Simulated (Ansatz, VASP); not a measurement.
## One calculation of NaCl, two programs

```
Cl Na
1.0
     0.00000    2.79406    2.79406
     2.79406    0.00000    2.79406
     2.79406    2.79406    0.00000
Cl Na
1 1
Direct
  0.50000 0.50000 0.50000
  0.00000 0.00000 0.00000
```

Alike in both runs: task single point; functional PBE; k mesh 6 × 6 × 6; occupations fermi-dirac, width 0.05 eV; no spin polarisation.

|  | VASP | Ansatz |
| --- | --- | --- |
| version | VASP 6.6.1 | Ansatz 0.2.0 |
| potentials or method | VASP PAW PBE potentials, release 64 (Cl, Na_pv), cutoff 520 eV | all-electron PAW datasets made for the crystal |

Ansatz gave:

| Property | Result |
| --- | --- |
| gap on the k mesh at the Fermi level (eV) | 5.22 |
| least direct gap on the mesh (eV) | 5.22 |
| pressure (GPa) | 1.6 |

Problem. Which values does VASP return?

Solution. gap on the k mesh at the Fermi level (eV): 5.22; least direct gap on the mesh (eV): 5.22; pressure (GPa): 1.5.

Ansatz ran all-electron here, so the differences hold the error of VASP's frozen core and of both bases.

Expect the measured gap to be larger: semilocal functionals such as PBE lack the derivative discontinuity.
